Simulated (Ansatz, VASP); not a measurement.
This is a calculation of BN for Ansatz 0.2.0.

input.yaml

```yaml
crystal:
  lattice:
    - [1.2756598126, 0.7365025362, 3.4390871668]
    - [-1.2756598126, 0.7365025362, 3.4390871668]
    - [0.0, -1.4730050723, 3.4390871668]
  atoms:
    - { symbol: "N", position: [0.6672382, 0.6672382, 0.6672382] }
    - { symbol: B, position: [0.0003288, 0.0003288, 0.0003288] }
kpoints:
  mp_grid: { grid: [12, 12, 12] }
scf:
  occupations: { method: fermi_dirac, width: 0.05 }
hamiltonian:
  xc: pbesol
  pseudopotentials: { kind: all_electron, lapw: { basis_error: 0.001 } }
output:
  forces: true
  stress: true
  eigenvalues: true
```

Potentials or basis: all-electron LAPW, scalar-relativistic.

Command:

```sh
$ ansatz run input.yaml --threads 1 --pin off --max-ram 3072MiB --backend cpu --events-out ev --progress --plain --runs-dir out
```

Problem. Translate it to VASP 6.6.1. Potentials there: VASP PAW PBE potentials, release 64 (N, B).

Solution. As run (the cutoff follows the program's own potentials):

The input INCAR:

```
PREC     = Accurate       # precision mode
ENCUT    = 520            # plane-wave cutoff, eV
EDIFF    = 1E-6           # SCF threshold, eV
ISMEAR   = -1             # smearing method
SIGMA    = 0.05           # smearing width, eV
LREAL    = False          # projectors in reciprocal space
LASPH    = True           # aspherical terms in the spheres
NELM     = 80             # most SCF steps
ALGO     = Normal         # electronic algorithm
ISIF     = 2              # what is computed and relaxed
LWAVE    = False          # write WAVECAR
LCHARG   = False          # write CHGCAR
GGA      = PS             # functional
NBANDS   = 11             # bands
```

KPOINTS

```
regular mesh
0
Gamma
  12 12 12
```

POSCAR

```
BN
1.0
    1.2756598126      0.7365025362      3.4390871668
   -1.2756598126      0.7365025362      3.4390871668
    0.0000000000     -1.4730050723      3.4390871668
N B
1 1
Direct
    0.6672382000      0.6672382000      0.6672382000
    0.0003288000      0.0003288000      0.0003288000
```

Potentials or basis: VASP PAW PBE potentials, release 64 (N, B).

The run is started by

```sh
$ cat potpaw_PBE.64/N/POTCAR potpaw_PBE.64/B/POTCAR > POTCAR
$ mpirun -np 1 vasp_std > vasp.out
```

Both were run:

|  | VASP | Ansatz | Ansatz less VASP |
| --- | --- | --- | --- |
| gap on the k mesh at the Fermi level (eV) | 4.11 | 4.11 | +0.005 |
| least direct gap on the mesh (eV) | 4.49 | 4.49 | +0.005 |
| pressure (GPa) | -11.7 | -12.0 | -0.28 |
| largest component of the traceless stress (GPa) | 11.69 | 12.11 | +0.416 |
| rms of the force components (eV/Å) | 0.004 | 0.004 | 0.0000 |

Atom by atom the forces differ by 0.000 eV/Å (rms over components). Ansatz ran all-electron here, so the differences hold the error of VASP's frozen core and of both bases.

Caveats: the PAW data sets were made with another functional, which shifts forces and pressure a little (VASP). A k mesh can miss the band edges.
